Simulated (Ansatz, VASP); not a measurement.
Al2Pt in VASP and in Ansatz

```xyz
3
Lattice="0.0000 2.8947 2.8947 2.8947 0.0000 2.8947 2.8947 2.8947 0.0000" Properties=species:S:1:pos:R:3 pbc="T T T"
Pt    0.0000    0.0000    0.0000
Al    4.3420    4.3420    4.3420
Al    1.4473    1.4473    1.4473
```

Alike in both runs: task single point; functional r2SCAN; k mesh 8 × 8 × 8; occupations fermi-dirac, width 0.05 eV; no spin polarisation.

```csv
,VASP,Ansatz
version,VASP 6.6.1,Ansatz 0.2.0
potentials or method,"VASP PAW PBE potentials, release 64 (Pt, Al)",Ansatz PAW
plane-wave cutoff (eV),520,500
valence electrons in the cell,16,24
```

|  | VASP | Ansatz | Ansatz less VASP |
| --- | --- | --- | --- |
| gap on the k mesh at the Fermi level (eV) | none | none | - |
| pressure (GPa) | 9.3 | 9.5 | +0.23 |

A gap of «none» marks a metal or a gap that the smearing closes. With one functional, cell and mesh, what is left measures potentials, basis and numerics. The two sets of potentials don't hold the same shells in valence.

Caveats: the PAW data sets were made with another functional, which shifts forces and pressure a little (VASP); the PAW data sets come from PBE, with cores solved anew for the run's functional, which leaves a small shift of forces and pressure (Ansatz). Spin-orbit coupling is left out, which matters for the levels of Pt.
